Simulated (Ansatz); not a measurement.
# LiHF₂: what symmetry allows forces and stress to be

```
CELL_PARAMETERS angstrom
1.39330 0.80442 4.54035
-1.39330 0.80442 4.54035
0.00000 -1.60884 4.54035
ATOMIC_POSITIONS crystal
Li 0.00000 0.00000 0.00000
H 0.50000 0.50000 0.50000
F 0.38631 0.38631 0.38631
F 0.61369 0.61369 0.61369
```

Theory: DFT PBEsol, scalar-relativistic, plane waves, PAW in Ansatz 0.2.0.

Plane waves to 420 eV, a k mesh through Γ of 9×9×9 on the computed 4-atom cell and Gaussian smearing (0.02 eV); no spin polarisation.

This distorted cell has space group R-3m, with 12 operations.

Question: Without a calculation: in which directions can each atom feel a force?

Answer: A force must be left unchanged by every operation that keeps its atom in place, so it lies in the space that those operations leave fixed. Atoms that the group maps onto each other feel forces of one size.
```
atom site symmetry operations at the site equivalent to atom allowed force (Cartesian)
 Li1            -3m                      12                   1                       none
  H2            -3m                      12                   2                       none
  F3             3m                       6                   3   along (0.00, 0.00, 1.00)
  F4             3m                       6                   3   along (0.00, 0.00, 1.00)
```

That leaves 1 independent force component of 12. A relaxation in this cell that keeps the symmetry moves the atoms in these directions alone.

Question: And the stress tensor?

Answer: It must be invariant under the point group, which leaves 2 independent components: yz, xz, xy vanish; xx = yy.

Question: Do the computed values obey this?

Answer: Yes. Forces (eV/Å):
```
Li1  0.000  0.000  0.000
H2   0.000  0.000  0.000
F3   0.000  0.000  6.935
F4   0.000  0.000 -6.935
```

Stress (GPa, compression positive, xx yy zz yz xz xy): 30.27 30.27 -21.68 0.00 0.00 0.00. The program imposes the same operations on density, forces and stress, so this confirms the analysis and is no independent test of the calculation.